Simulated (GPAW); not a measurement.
SnSe2:

```
Sn Se
1.0
     3.81100    0.00000    0.00000
    -1.90550    3.30042    0.00000
     0.00000    0.00000    6.13600
Sn Se
1 2
Direct
  0.00000 0.00000 0.00000
  0.66667 0.33333 0.75100
  0.33333 0.66667 0.24900
```

Base run:

| Property | Result |
| --- | --- |
| Program | GPAW 26.7.0 |
| Functional | LDA |
| Potentials or basis | the program's PAW data sets (release 1.2.1) made for this functional |
| Cutoff | 450 eV |
| Basis | pw |
| k mesh | 7 × 7 × 4 |
| Occupations | fermi-dirac, width 0.05 eV |
| Spin | no spin polarisation |

Its results: band gap on the k mesh 0.68 eV, indirect (least direct gap 0.88 eV); pressure -0.2 GPa; largest force 0.449 eV/Å.

Task: The run is repeated on the same cell with these changes: potentials or basis from the program's PAW data sets (release 1.2.1) made for this functional to JTH PAW 2.0, LDA. What comes out?

Result: Band gap on the k mesh 0.68 eV, indirect (least direct gap 0.88 eV); pressure 0.4 GPa; largest force 0.481 eV/Å.

Caveats: the cutoff is short for stress and forces, so pressures can be off by a GPa or more; spin-orbit coupling is left out, which moves the levels of the heavy elements; an odd mesh through Γ misses points on the zone boundary, where band edges often lie; the program truncates these outside data sets (some runs).

Not every run made on this cell is shown here.
